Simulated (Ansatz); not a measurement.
HfC:

```xyz
2
Lattice="0.0000 2.3250 2.3250 2.3250 0.0000 2.3250 2.3250 2.3250 0.0000" Properties=species:S:1:pos:R:3 pbc="T T T"
Hf    2.3250    2.3250    2.3250
C     0.0000    0.0000    0.0000
```

| Quantity | Value |
| --- | --- |
| Program | Ansatz 0.2.0 |
| Task | relaxation of cell and atoms |
| Functional | BLYP |
| Dispersion | D3(BJ) |
| Potentials or basis | all-electron LAPW, scalar-relativistic |
| Basis error allowed | 0.001 eV/atom |
| k mesh | 10 × 10 × 10 |
| Occupations | fermi-dirac, width 0.05 eV |
| Spin | no spin polarisation |

At the start: volume 12.57 Å³/atom.

**Question.** How do energy, volume and symmetry change on relaxing?

**Answer.** Over 5 steps the energy falls by 2.4 meV/atom and the volume is 12.37 Å³/atom (-1.6 %); space group Fm-3m (No. 225, to 0.05 Å).

The path:
```
step  energy change (eV)  largest force (eV/Å)  volume (Å³)
   1              0.0000                0.0000        25.14
   2             -0.0022                0.0000        24.44
   3             -0.0049                0.0000        24.74
   4             -0.0049                0.0000        24.73
   5             -0.0049                0.0000        24.73
```

Final structure:
```
Hf C
1.0
     0.00000    2.31244    2.31244
     2.31244    0.00000    2.31244
     2.31244    2.31244    0.00000
Hf C
1 1
Direct
  0.50000 0.50000 0.50000
  0.00000 0.00000 0.00000
```
